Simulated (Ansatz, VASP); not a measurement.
MgS: VASP beside Ansatz

The input INCAR:

```
ALGO = Normal
EDIFF = 1E-6
EDIFFG = -0.01
ENCUT = 600
GGA = PE
IBRION = 2
ISIF = 3
ISMEAR = 0
LASPH = T
LCHARG = F
LREAL = Auto
LWAVE = F
NELM = 80
NSW = 65
PREC = Accurate
SIGMA = 0.02
```

Contents of KPOINTS:

```
k-points
0
Gamma
  9 9 1
```

File POSCAR:

```
MgS
1.0
    4.0544445452      0.0000000000      0.0000000000
   -2.0272222726      3.5112519744      0.0000000000
    0.0000000000      0.0000000000     25.9657211241
Mg S
8 8
Direct
    0.0000000000      0.0000000000      0.0000000000
    0.3333333333      0.6666666667      0.1250000000
    0.6666666667      0.3333333333      0.2500000000
    0.0000000000      0.0000000000      0.3750000000
    0.3333333333      0.6666666667      0.5000000000
    0.6666666667      0.3333333333      0.6250000000
    0.0000000000      0.0000000000      0.7500000000
    0.3333333333      0.6666666667      0.8750000000
    0.0000000000      0.0000000000      0.0937500000
    0.3333333333      0.6666666667      0.2187500000
    0.6666666667      0.3333333333      0.3437500000
    0.0000000000      0.0000000000      0.4687500000
    0.3333333333      0.6666666667      0.5937500000
    0.6666666667      0.3333333333      0.7187500000
    0.0000000000      0.0000000000      0.8437500000
    0.3333333333      0.6666666667      0.9687500000
```

Input for Ansatz:

```yaml
crystal:
  lattice:
    - [4.0544445452, 0.0, 0.0]
    - [-2.0272222726, 3.5112519744, 0.0]
    - [0.0, 0.0, 25.9657211241]
  atoms:
    - { symbol: Mg, position: [0.0, 0.0, 0.0] }
    - { symbol: S, position: [0.0, 0.0, 0.09375] }
    - { symbol: Mg, position: [0.3333333333, 0.6666666667, 0.125] }
    - { symbol: S, position: [0.3333333333, 0.6666666667, 0.21875] }
    - { symbol: Mg, position: [0.6666666667, 0.3333333333, 0.25] }
    - { symbol: S, position: [0.6666666667, 0.3333333333, 0.34375] }
    - { symbol: Mg, position: [0.0, 0.0, 0.375] }
    - { symbol: S, position: [0.0, 0.0, 0.46875] }
    - { symbol: Mg, position: [0.3333333333, 0.6666666667, 0.5] }
    - { symbol: S, position: [0.3333333333, 0.6666666667, 0.59375] }
    - { symbol: Mg, position: [0.6666666667, 0.3333333333, 0.625] }
    - { symbol: S, position: [0.6666666667, 0.3333333333, 0.71875] }
    - { symbol: Mg, position: [0.0, 0.0, 0.75] }
    - { symbol: S, position: [0.0, 0.0, 0.84375] }
    - { symbol: Mg, position: [0.3333333333, 0.6666666667, 0.875] }
    - { symbol: S, position: [0.3333333333, 0.6666666667, 0.96875] }
basis:
  ecutwfc: 420
kpoints:
  mp_grid: { grid: [9, 9, 1] }
hamiltonian:
  xc: pbe
scf:
  occupations: { method: gaussian, width: 0.02 }
output:
  forces: true
  stress: true
  eigenvalues: true
  populations: true
relax:
  adjacent_minimum: "off"
  f_tol: 0.01
  max_steps: 45
  cell: { stress_tol: 0.05 }
```

Alike in both runs: task relaxation of cell and atoms; functional PBE; k mesh 9 × 9 × 1; occupations gaussian, width 0.02 eV; no spin polarisation.

|  | VASP | Ansatz |
| --- | --- | --- |
| version | VASP 6.6.1 | Ansatz 0.2.0 |
| potentials or method | VASP PAW PBE potentials, release 64 (Mg, S) | scalar-relativistic, plane waves, PAW |
| plane-wave cutoff (eV) | 600 | 420 |
| valence electrons in the cell | 64 | 128 |

Ansatz gave:

- gap on the k mesh at the Fermi level, each at its own relaxed structure (eV): 3.37
- relaxed volume (Å³/atom): 23.12
- relaxed cell length with the largest relative difference (Å): 26.251
- energy change over the relaxation (meV/atom): -2

Q: Which values does VASP return?

A: gap on the k mesh at the Fermi level, each at its own relaxed structure (eV): 3.37; relaxed volume (Å³/atom): 23.05; relaxed cell length with the largest relative difference (Å): 26.215; energy change over the relaxation (meV/atom): -2.

The two sets of potentials don't hold the same shells in valence.

Caveats: an odd mesh through Γ misses points on the zone boundary, where band edges often lie. As with any semilocal functional, this PBE gap is likely too small.
